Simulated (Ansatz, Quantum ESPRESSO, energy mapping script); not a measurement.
# MnS (Browneite): exchange couplings from total energies

How strongly do the moments of MnS (Browneite) couple under PBE+U (4 eV), QE, PseudoDojo? The plan is to run several orders and fit a Heisenberg model.

Method: PBE with U = 4 eV on Mn d, ortho-atomic projectors; plane waves, U on orthogonalised atomic orbitals unless named otherwise, collinear spin, no spin–orbit coupling, in Quantum ESPRESSO 7.5.

**1. Starting point**

The structure is cubic, space group F-43m (No. 216). Conventional cell: a = 5.600 Å, b = 5.600 Å, c = 5.600 Å, α = 90.00°, β = 90.00°, γ = 90.00°. Mn has 4 S at 2.42 Å nearest. S has 4 Mn at 2.42 Å nearest. Farther neighbours and most contacts between anions are not listed.

Coordinates:

```cif
data_structure
_symmetry_space_group_name_H-M 'F-43m'
_symmetry_Int_Tables_number 216
_cell_length_a 5.6000
_cell_length_b 5.6000
_cell_length_c 5.6000
_cell_angle_alpha 90.000
_cell_angle_beta 90.000
_cell_angle_gamma 90.000
_cell_volume 175.62
loop_
_atom_site_label
_atom_site_type_symbol
_atom_site_symmetry_multiplicity
_atom_site_Wyckoff_symbol
_atom_site_fract_x
_atom_site_fract_y
_atom_site_fract_z
_atom_site_occupancy
Mn1 Mn 4 a 0.00000 0.00000 0.00000 1
S1 S 4 d 0.25000 0.25000 0.75000 1
```

A Hubbard U penalises fractional filling of the shell. It raises the cost of virtual hops to the neighbours, so couplings that rest on such hops usually weaken. These runs use Quantum ESPRESSO.

**2. Order 1: parallel, cell A of 4 atoms**

Each cell gets its own parallel run on the same mesh, so that most of the mesh error cancels in the differences.

The potential files are PseudoDojo's for PBE; pw.x takes the functional from them.

Contents of pw.in:

```
&control
  calculation = 'scf'
  prefix = 'pw'
  outdir = './tmp/'
  pseudo_dir = './pseudo/'
  verbosity = 'low'
/
&system
  ibrav = 0
  nat = 4
  ntyp = 2
  ecutwfc = 84.0001
  ecutrho = 336
  nbnd = 38
  occupations = 'smearing'
  smearing = 'fd'
  degauss = 0.00367493
  nspin = 2
  starting_magnetization(1) = 0.3000
/
&electrons
  conv_thr = 1.0e-08
  electron_maxstep = 120
  mixing_beta = 0.3
  mixing_mode = 'plain'
/
ATOMIC_SPECIES
  Mn 54.9380 Mn.upf
  S 32.0600 S.upf
CELL_PARAMETERS angstrom
  0.00000000 -2.80000000 -2.80000000
  0.00000000 2.80000000 -2.80000000
  5.60000000 0.00000000 0.00000000
ATOMIC_POSITIONS crystal
  Mn 0.50000000 0.50000000 0.50000000
  Mn 0.00000000 0.00000000 0.00000000
  S 0.00000000 0.50000000 0.75000000
  S 0.50000000 0.00000000 0.25000000
K_POINTS automatic
  5 5 4 0 0 0
HUBBARD {ortho-atomic}
U Mn-3d 4
```

Run with:

```
$ OMP_NUM_THREADS=1 mpirun -n 4 pw.x -nk 4 -in pw.in > pw.out
```

The program printed:

```text
Program PWSCF v.7.5 starts
[...]
Message from routine set_cutoff:
     ecutrho < 4*ecutwfc, are you sure?
[...]
unit-cell volume          =     592.5578 (a.u.)^3
     number of atoms/cell      =            4
[...]
number of electrons       =        42.00
     number of Kohn-Sham states=           38
     kinetic-energy cutoff     =      84.0001  Ry
     charge density cutoff     =     336.0000  Ry
     scf convergence threshold =      1.0E-08
[...]
Exchange-correlation= PBE
[...]
Hubbard projectors: ortho-atomic
     Hubbard parameters of DFT+U (Dudarev formulation) in eV:
[...]
atomic species   magnetization
[...]
8 Sym. Ops. (no inversion) found
[...]
number of k points=    18  Fermi-Dirac smearing, width (Ry)=  0.0037
[...]
Number of occupied Hubbard levels =   10.0000
     Atomic wfc used for Hubbard projectors are orthogonalized
[...]
iteration #  1     ecut=    84.00 Ry     beta= 0.30
[...]
Number of occupied Hubbard levels =   10.4204
[...]
total energy              =    -479.84542260 Ry
     estimated scf accuracy    <       0.23974035 Ry
     total magnetization       =    10.00 Bohr mag/cell
     absolute magnetization    =    10.00 Bohr mag/cell
     iteration #  2     ecut=    84.00 Ry     beta= 0.30
[...]
total energy              =    -479.86878326 Ry
     estimated scf accuracy    <       0.07048625 Ry
     total magnetization       =    10.00 Bohr mag/cell
     absolute magnetization    =    10.00 Bohr mag/cell
     iteration #  3     ecut=    84.00 Ry     beta= 0.30
[...]
total energy              =    -479.88139297 Ry
     estimated scf accuracy    <       0.01138250 Ry
     total magnetization       =    10.00 Bohr mag/cell
     absolute magnetization    =    10.00 Bohr mag/cell
     iteration #  4     ecut=    84.00 Ry     beta= 0.30
[...]
total energy              =    -479.88347828 Ry
     estimated scf accuracy    <       0.00225427 Ry
     total magnetization       =    10.00 Bohr mag/cell
     absolute magnetization    =    10.00 Bohr mag/cell
     iteration #  5     ecut=    84.00 Ry     beta= 0.30
[...]
total energy              =    -479.88374031 Ry
     estimated scf accuracy    <       0.00004027 Ry
     total magnetization       =    10.00 Bohr mag/cell
     absolute magnetization    =    10.00 Bohr mag/cell
     iteration #  6     ecut=    84.00 Ry     beta= 0.30
[...]
total energy              =    -479.88375717 Ry
     estimated scf accuracy    <       0.00000652 Ry
     total magnetization       =    10.00 Bohr mag/cell
     absolute magnetization    =    10.00 Bohr mag/cell
     iteration #  7     ecut=    84.00 Ry     beta= 0.30
[...]
total energy              =    -479.88375826 Ry
     estimated scf accuracy    <       0.00000094 Ry
     total magnetization       =    10.00 Bohr mag/cell
     absolute magnetization    =    10.00 Bohr mag/cell
     iteration #  8     ecut=    84.00 Ry     beta= 0.30
[...]
total energy              =    -479.88375868 Ry
     estimated scf accuracy    <       0.00000037 Ry
     total magnetization       =    10.00 Bohr mag/cell
     absolute magnetization    =    10.00 Bohr mag/cell
     iteration #  9     ecut=    84.00 Ry     beta= 0.30
[...]
total energy              =    -479.88375868 Ry
     estimated scf accuracy    <       0.00000006 Ry
     total magnetization       =    10.00 Bohr mag/cell
     absolute magnetization    =    10.00 Bohr mag/cell
     iteration # 10     ecut=    84.00 Ry     beta= 0.30
[...]
Magnetic moment per site  (integrated on atomic sphere of radius R)
     atom   1 (R=0.253)  charge= 12.9038  magn=  4.3617
     atom   2 (R=0.253)  charge= 12.9044  magn=  4.3620
     atom   3 (R=0.253)  charge=  4.2556  magn=  0.0520
     atom   4 (R=0.253)  charge=  4.2556  magn=  0.0520
     End of self-consistent calculation
     =================== HUBBARD OCCUPATIONS ===================
     ------------------------ ATOM    1 ------------------------
     Tr[ns(  1)] (up, down, total) =   4.97315  0.25846  5.23160
     Atomic magnetic moment for atom   1 =   4.71469
     SPIN  1
     eigenvalues:
       0.993  0.993  0.993  0.996  0.997
     eigenvectors (columns):
      -0.000 -0.000  0.000  0.500 -0.866
       0.000 -0.238  0.971 -0.000  0.000
       1.000  0.000 -0.000 -0.000 -0.000
      -0.000  0.000 -0.000 -0.866 -0.500
      -0.000  0.971  0.238  0.000 -0.000
     occupation matrix ns (before diag.):
       0.997 -0.000  0.000  0.000  0.000
      -0.000  0.993 -0.000  0.000  0.000
       0.000 -0.000  0.993  0.000  0.000
       0.000  0.000  0.000  0.996 -0.000
[...]
SPIN  2
     eigenvalues:
[...]
eigenvectors (columns):
[...]
occupation matrix ns (before diag.):
[...]
------------------------ ATOM    2 ------------------------
     Tr[ns(  2)] (up, down, total) =   4.97315  0.25846  5.23160
     Atomic magnetic moment for atom   2 =   4.71469
     SPIN  1
     eigenvalues:
[...]
eigenvectors (columns):
[...]
occupation matrix ns (before diag.):
[...]
SPIN  2
     eigenvalues:
[...]
eigenvectors (columns):
[...]
occupation matrix ns (before diag.):
       0.023 -0.000  0.000  0.000  0.000
      -0.000  0.071 -0.000  0.000  0.000
       0.000 -0.000  0.071  0.000  0.000
       0.000  0.000  0.000  0.023 -0.000
       0.000  0.000  0.000 -0.000  0.071
     Number of occupied Hubbard levels =   10.4632
 ------ SPIN UP ------------
          k = 0.0000 0.0000 0.0000 (  7731 PWs)   bands (ev):
   -74.7353 -74.7351 -43.6411 -43.6392 -43.6392 -43.6380 -43.6379 -43.6379
    -6.2152  -5.4192   0.7742   0.9512   0.9512   0.9515   1.6810   1.6810
     1.9096   1.9097   2.1007   2.1312   3.3710   4.6705   4.6705   7.1756
     7.1756   7.1759   8.5060  10.1274  11.7802  13.3264  13.3264  13.3271
    16.6929  18.0655  18.0658  18.2303  18.2303  18.9728
          k = 0.1768 0.0000 0.0000 (  7703 PWs)   bands (ev):
   -74.7352 -74.7351 -43.6407 -43.6390 -43.6390 -43.6385 -43.6381 -43.6381
    -6.1054  -5.5435   0.7899   0.9048   1.0260   1.0260   1.5253   1.5253
     1.8635   1.8899   1.9374   2.0726   4.0335   5.0332   5.0332   6.3148
     6.7642   6.7642   9.5648  10.3286  11.9118  12.7708  13.8416  13.8416
    15.7887  16.4022  16.8346  16.8346  18.1660  18.7954
          k =-0.3536 0.0000-0.0000 (  7790 PWs)   bands (ev):
   -74.7352 -74.7352 -43.6396 -43.6396 -43.6386 -43.6386 -43.6386 -43.6386
    -5.8314  -5.8314   0.8282   0.8282   1.2390   1.2390   1.2390   1.2390
[...]
15.1234  15.1234  15.1234  15.1234  18.4443  18.4443
          k = 0.0000 0.1414-0.1414 (  7700 PWs)   bands (ev):
[...]
15.8416  16.4093  16.8374  17.1671  17.5543  19.1675
          k = 0.1768 0.1414-0.1414 (  7691 PWs)   bands (ev):
[...]
14.6265  15.6564  16.9816  17.3686  17.5740  18.5872
          k =-0.3536 0.1414-0.1414 (  7686 PWs)   bands (ev):
[...]
14.5855  14.5855  16.7313  16.7313  18.5891  18.5891
          k = 0.0000 0.2828-0.2828 (  7676 PWs)   bands (ev):
[...]
14.5021  14.9685  16.4429  17.5863  17.8246  18.9651
          k = 0.1768 0.2828-0.2828 (  7695 PWs)   bands (ev):
[...]
14.4039  14.8759  17.4408  18.1857  18.3562  18.6116
          k =-0.3536 0.2828-0.2828 (  7682 PWs)   bands (ev):
[...]
14.4178  14.4178  18.2306  18.2306  18.8861  18.8861
          k = 0.0000 0.0000-0.2828 (  7715 PWs)   bands (ev):
[...]
14.6068  15.0182  15.3971  18.3158  18.6126  20.1477
          k = 0.1768 0.0000-0.2828 (  7699 PWs)   bands (ev):
[...]
k =-0.3536 0.0000-0.2828 (  7688 PWs)   bands (ev):
[...]
k = 0.0000 0.1414-0.4243 (  7724 PWs)   bands (ev):
[...]
k = 0.1768 0.1414-0.4243 (  7710 PWs)   bands (ev):
[...]
k =-0.3536 0.1414-0.4243 (  7720 PWs)   bands (ev):
[...]
k = 0.0000 0.0000-0.5657 (  7716 PWs)   bands (ev):
[...]
k = 0.1768 0.0000-0.5657 (  7721 PWs)   bands (ev):
[...]
k =-0.3536 0.0000-0.5657 (  7706 PWs)   bands (ev):
[...]
------ SPIN DOWN ----------
          k = 0.0000 0.0000 0.0000 (  7731 PWs)   bands (ev):
[...]
k = 0.1768 0.0000 0.0000 (  7703 PWs)   bands (ev):
[...]
k =-0.3536 0.0000-0.0000 (  7790 PWs)   bands (ev):
[...]
k =-0.3536 0.1414-0.1414 (  7686 PWs)   bands (ev):
[...]
k =-0.3536 0.2828-0.2828 (  7682 PWs)   bands (ev):
[...]
k = 0.1768 0.0000-0.2828 (  7699 PWs)   bands (ev):
[...]
k =-0.3536 0.0000-0.2828 (  7688 PWs)   bands (ev):
[...]
k = 0.0000 0.1414-0.4243 (  7724 PWs)   bands (ev):
[...]
k = 0.1768 0.1414-0.4243 (  7710 PWs)   bands (ev):
[...]
15.9253  16.3279  18.0998  18.4374  19.7378  19.7575
          k =-0.3536 0.1414-0.4243 (  7720 PWs)   bands (ev):
[...]
15.8014  15.8014  18.7324  18.7324  19.6406  19.6406
          k = 0.0000 0.0000-0.5657 (  7716 PWs)   bands (ev):
[...]
17.3730  18.1504  18.1505  19.1288  19.5351  20.3700
          k = 0.1768 0.0000-0.5657 (  7721 PWs)   bands (ev):
[...]
10.8907  10.9383  12.8670  12.9758  13.9801  14.2022  15.5806  16.4405
    16.9191  17.3845  18.2198  18.3582  19.7721  20.3696
          k =-0.3536 0.0000-0.5657 (  7706 PWs)   bands (ev):
   -70.1688 -70.1688 -38.7943 -38.7943 -38.7932 -38.7932 -38.7922 -38.7922
    -5.1057  -5.1057   3.1193   3.1193   3.4634   3.4634   4.3435   4.3435
     9.1185   9.1185   9.8013   9.8013  10.3528  10.3528  10.7261  10.7261
    11.1160  11.1160  13.7197  13.7197  14.1712  14.1712  14.9475  14.9475
    16.4464  16.4464  18.6591  18.6591  19.6495  19.6495
     the Fermi energy is     7.8674 ev
!    total energy              =    -479.88375870 Ry
     estimated scf accuracy    <          3.1E-09 Ry
     smearing contrib. (-TS)   =      -0.00000000 Ry
     internal energy E=F+TS    =    -479.88375870 Ry
     The total energy is F=E-TS. E is the sum of the following terms:
     one-electron contribution =    -304.88094062 Ry
     hartree contribution      =     164.64334337 Ry
     xc contribution           =     -86.28766855 Ry
     ewald contribution        =    -253.43760863 Ry
     Hubbard energy            =       0.07911572 Ry
     total magnetization       =    10.00 Bohr mag/cell
     absolute magnetization    =    10.00 Bohr mag/cell
     convergence has been achieved in  10 iterations
=------------------------------------------------------------------------------=
   JOB DONE.
=------------------------------------------------------------------------------=
```

Wall time 44 s (4 MPI ranks of Intel Xeon Platinum 8559C (Emerald Rapids), shared host); peak memory 0.69 GiB.

Spin moment in the sphere by atom:

```
atom  spin moment in the sphere (μB)
 Mn1                            4.36
 Mn2                            4.36
  S3                            0.05
  S4                            0.05
```

The run ends ferromagnetic.

**3. Compensated +− start in cell A (4 atoms)**

This order reverses 8 of the 12 neighbours at 3.96 Å and 0 of the 6 neighbours at 5.60 Å, counted for an average magnetic atom.

Edit pw.in of step 2 so:

```diff
@@ -10,6 +10,6 @@
   nat = 4
-  ntyp = 2
+  ntyp = 3
   ecutwfc = 84.0001
   ecutrho = 336
-  nbnd = 38
+  nbnd = 33
   occupations = 'smearing'
@@ -19,2 +19,3 @@
   starting_magnetization(1) = 0.3000
+  starting_magnetization(2) = -0.3000
 /
@@ -27,3 +28,4 @@
 ATOMIC_SPECIES
-  Mn 54.9380 Mn.upf
+  Mn1 54.9380 Mn.upf
+  Mn2 54.9380 Mn.upf
   S 32.0600 S.upf
@@ -34,4 +36,4 @@
 ATOMIC_POSITIONS crystal
-  Mn 0.50000000 0.50000000 0.50000000
-  Mn 0.00000000 0.00000000 0.00000000
+  Mn1 0.50000000 0.50000000 0.50000000
+  Mn2 0.00000000 0.00000000 0.00000000
   S 0.00000000 0.50000000 0.75000000
@@ -41,2 +43,3 @@
 HUBBARD {ortho-atomic}
-U Mn-3d 4
+U Mn1-3d 4
+U Mn2-3d 4
```

The program printed:

```text
[banner, memory and clock lines left out]
Program PWSCF v.7.5 starts
[...]
Message from routine set_cutoff:
     ecutrho < 4*ecutwfc, are you sure?
[...]
unit-cell volume          =     592.5578 (a.u.)^3
     number of atoms/cell      =            4
[...]
number of electrons       =        42.00
     number of Kohn-Sham states=           33
     kinetic-energy cutoff     =      84.0001  Ry
     charge density cutoff     =     336.0000  Ry
     scf convergence threshold =      1.0E-08
[...]
Exchange-correlation= PBE
[...]
Hubbard projectors: ortho-atomic
     Hubbard parameters of DFT+U (Dudarev formulation) in eV:
[...]
atomic species   magnetization
[...]
8 Sym. Ops. (no inversion) found
[...]
number of k points=    18  Fermi-Dirac smearing, width (Ry)=  0.0037
[...]
Number of occupied Hubbard levels =   10.0000
     Atomic wfc used for Hubbard projectors are orthogonalized
[...]
iteration #  1     ecut=    84.00 Ry     beta= 0.30
[...]
Number of occupied Hubbard levels =   10.4780
[...]
total energy              =    -479.86079024 Ry
     estimated scf accuracy    <       0.23235557 Ry
     total magnetization       =    -0.00 Bohr mag/cell
     absolute magnetization    =     9.60 Bohr mag/cell
     iteration #  2     ecut=    84.00 Ry     beta= 0.30
[...]
total energy              =    -479.88384164 Ry
     estimated scf accuracy    <       0.06905562 Ry
     total magnetization       =    -0.00 Bohr mag/cell
     absolute magnetization    =     9.55 Bohr mag/cell
     iteration #  3     ecut=    84.00 Ry     beta= 0.30
[...]
total energy              =    -479.89605028 Ry
     estimated scf accuracy    <       0.01176154 Ry
     total magnetization       =    -0.00 Bohr mag/cell
     absolute magnetization    =     9.59 Bohr mag/cell
[...]
total energy              =    -479.89853857 Ry
[...]
iteration # 10     ecut=    84.00 Ry     beta= 0.30
[...]
total energy              =    -479.89853860 Ry
     estimated scf accuracy    <       0.00000003 Ry
     total magnetization       =     0.00 Bohr mag/cell
     absolute magnetization    =     9.66 Bohr mag/cell
     iteration # 11     ecut=    84.00 Ry     beta= 0.30
[...]
Magnetic moment per site  (integrated on atomic sphere of radius R)
     atom   1 (R=0.253)  charge= 12.9091  magn=  4.2940
[...]
eigenvectors (columns):
[...]
occupation matrix ns (before diag.):
[...]
------------------------ ATOM    2 ------------------------
     Tr[ns(  2)] (up, down, total) =   0.30495  4.96483  5.26979
     Atomic magnetic moment for atom   2 =  -4.65988
     SPIN  1
     eigenvalues:
[...]
eigenvectors (columns):
[...]
occupation matrix ns (before diag.):
[...]
SPIN  2
     eigenvalues:
[...]
eigenvectors (columns):
[...]
occupation matrix ns (before diag.):
[...]
-0.000  0.000  0.000  0.996 -0.000
       0.000  0.000  0.000 -0.000  0.991
     Number of occupied Hubbard levels =   10.5396
 ------ SPIN UP ------------
          k = 0.0000 0.0000 0.0000 (  7731 PWs)   bands (ev):
   -74.6839 -70.1755 -43.5904 -43.5817 -43.5817 -38.8013 -38.8013 -38.7975
    -6.1383  -5.2850   1.2199   1.3367   1.3367   1.5177   2.0623   3.1397
     4.2280   4.2280   5.7250   6.0716   6.0716   8.8936   9.6572   9.8691
[...]
16.9813
          k = 0.1768 0.0000 0.0000 (  7703 PWs)   bands (ev):
[...]
16.1789
          k =-0.3536 0.0000-0.0000 (  7790 PWs)   bands (ev):
[...]
15.6130
          k = 0.0000 0.1414-0.1414 (  7700 PWs)   bands (ev):
[...]
k = 0.1768 0.1414-0.1414 (  7691 PWs)   bands (ev):
[...]
k =-0.3536 0.1414-0.1414 (  7686 PWs)   bands (ev):
[...]
k = 0.0000 0.2828-0.2828 (  7676 PWs)   bands (ev):
[...]
k =-0.3536 0.2828-0.2828 (  7682 PWs)   bands (ev):
[...]
------ SPIN DOWN ----------
          k = 0.0000 0.0000 0.0000 (  7731 PWs)   bands (ev):
[...]
k = 0.1768 0.0000 0.0000 (  7703 PWs)   bands (ev):
[...]
k =-0.3536 0.1414-0.4243 (  7720 PWs)   bands (ev):
[...]
k = 0.0000 0.0000-0.5657 (  7716 PWs)   bands (ev):
[...]
k = 0.1768 0.0000-0.5657 (  7721 PWs)   bands (ev):
[...]
16.5032
          k =-0.3536 0.0000-0.5657 (  7706 PWs)   bands (ev):
[...]
3.0163   3.7232   4.0827   4.6339   4.8001   9.6360   9.6940  10.2376
    10.3652  10.6469  12.8803  12.9939  13.0787  14.0284  14.2088  14.7772
    15.9498
     the Fermi energy is     7.3461 ev
!    total energy              =    -479.89853860 Ry
     estimated scf accuracy    <          2.9E-10 Ry
     smearing contrib. (-TS)   =      -0.00000000 Ry
     internal energy E=F+TS    =    -479.89853860 Ry
     The total energy is F=E-TS. E is the sum of the following terms:
     one-electron contribution =    -304.96727314 Ry
     hartree contribution      =     164.66604820 Ry
     xc contribution           =     -86.25315161 Ry
     ewald contribution        =    -253.43760863 Ry
     Hubbard energy            =       0.09344657 Ry
     total magnetization       =    -0.00 Bohr mag/cell
     absolute magnetization    =     9.66 Bohr mag/cell
     convergence has been achieved in  11 iterations
```

It took 41 s on 4 MPI ranks; peak memory 0.65 GiB.

Spin moment in the sphere by atom:

```csv
atom,spin moment in the sphere (μB)
Mn1,4.29
Mn2,-4.29
S3,0.00
S4,0.00
```

The run ends antiferromagnetic, 100.55 meV a magnetic atom below the parallel order of its cell.

**4. Run 3 (parallel; cell B, 4 atoms)**

A new cell needs its own zero of energy.

This run holds the same structure in another cell (c 5.600 → 6.859 Å, α 90.0 → 73.2°, β 90.0 → 73.2°, γ 90.0 → 60.0°).

Contents of pw.in:

```
&control
  calculation = 'scf'
  prefix = 'pw'
  outdir = './tmp/'
  pseudo_dir = './pseudo/'
  verbosity = 'low'
/
&system
  ibrav = 0
  nat = 4
  ntyp = 2
  ecutwfc = 84.0001
  ecutrho = 336
  nbnd = 38
  occupations = 'smearing'
  smearing = 'fd'
  degauss = 0.00367493
  nspin = 2
  starting_magnetization(1) = 0.3000
/
&electrons
  conv_thr = 1.0e-08
  electron_maxstep = 120
  mixing_beta = 0.3
  mixing_mode = 'plain'
/
ATOMIC_SPECIES
  Mn 54.9380 Mn.upf
  S 32.0600 S.upf
CELL_PARAMETERS angstrom
  0.00000000 -2.80000000 -2.80000000
  -2.80000000 0.00000000 -2.80000000
  2.80000000 2.80000000 -5.60000000
ATOMIC_POSITIONS crystal
  Mn 0.50000000 0.50000000 0.50000000
  Mn 0.00000000 0.00000000 0.00000000
  S 0.12500000 0.12500000 0.62500000
  S 0.62500000 0.62500000 0.12500000
K_POINTS automatic
  6 6 6 0 0 0
HUBBARD {ortho-atomic}
U Mn-3d 4
```

The program printed:

```text
[banner, memory and clock lines left out]
Program PWSCF v.7.5 starts
[...]
Message from routine set_cutoff:
     ecutrho < 4*ecutwfc, are you sure?
[...]
unit-cell volume          =     592.5578 (a.u.)^3
     number of atoms/cell      =            4
[...]
number of electrons       =        42.00
     number of Kohn-Sham states=           38
[...]
The total energy is F=E-TS. E is the sum of the following terms:
     one-electron contribution =    -304.87953032 Ry
     hartree contribution      =     164.64140976 Ry
     xc contribution           =     -86.28727313 Ry
     ewald contribution        =    -253.43760863 Ry
     Hubbard energy            =       0.07911220 Ry
     total magnetization       =    10.00 Bohr mag/cell
     absolute magnetization    =    10.00 Bohr mag/cell
     convergence has been achieved in  10 iterations
[key lines of the parts left out:]
!    total energy              =    -479.88389013 Ry
the Fermi energy is     7.8684 ev
```

Wall time 86 s (4 MPI ranks); peak memory 0.85 GiB.

The run ends ferromagnetic. For each magnetic atom its energy differs from the parallel run of the first cell by -0.89 meV, an error that one common reference would have brought in.

[end of part 1 of 2]

[Logs and program files are shortened in this print: banners, set-up blocks, solver, clock and traceback lines can be left out without a mark of their own.]

[Logs are printed without paths, hosts, clocks, repeated set-up lines and the standing remarks that a program may print on its own settings, such as how far it seeks lower states.]

[Hosts, paths, dates, database ids (printed as entryN), source tags and the programs' standing remarks are cut or masked in the printed files.]

[Where a cell is said to come from a database of computed structures, the database is the Materials Project.]
